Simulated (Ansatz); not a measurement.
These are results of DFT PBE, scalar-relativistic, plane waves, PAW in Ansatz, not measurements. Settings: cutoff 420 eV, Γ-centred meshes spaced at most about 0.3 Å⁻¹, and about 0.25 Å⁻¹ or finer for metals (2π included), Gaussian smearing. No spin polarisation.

All energies are static (0 K, no zero-point motion).

Two forms of Cd2HgTe3 were relaxed alike.

A.

```xyz
6
Lattice="4.3364 0.0000 0.0000 -2.1682 3.7554 0.0000 0.0000 0.0000 10.6420" Properties=species:S:1:pos:R:3 pbc="T T T"
Cd    0.0000    2.5036    7.0949
Cd    2.1682    1.2518    3.5471
Hg    0.0000    0.0000    0.0000
Te    0.0000    0.0000    5.3210
Te    0.0000    2.5036    1.8158
Te    2.1682    1.2518    8.8262
```

B.

```xyz
6
Lattice="-2.3462 2.3462 9.9334 2.3462 -2.3462 9.9334 2.3462 2.3462 -9.9334" Properties=species:S:1:pos:R:3 pbc="T T T"
Cd    0.0000    0.0000   13.2483
Cd    0.0000    0.0000    6.6185
Hg    0.0000    0.0000    0.0000
Te    0.0000    2.3462    1.6678
Te    2.3462    0.0000    4.9667
Te    0.0000    2.3462    8.2656
```

Problem. Which is lower in energy, and by how much?

Solution. B is lower, by 175 meV/atom. A has Cd and Hg ordered on rock salt sites, space group P-3m1 (No. 164), 28.9 Å³/atom and no gap on its mesh; B has Cd and Hg ordered on zinc blende sites, space group I-4m2 (No. 119), 36.5 Å³/atom and no gap. Counting Te atoms around Cd and Hg (those within 1.25 times the shortest such distance or 1.15 times the sum of covalent radii, 1.27 where that leaves under three), A has Cd 6, Hg 6 and B has Cd 4, Hg 4. The lower one is the more open, so pressure narrows the difference. Both come from invented guesses.

Spin–orbit coupling, which can matter for Hg and Te, is left out. Cells relaxed within their symmetry can be saddle points.
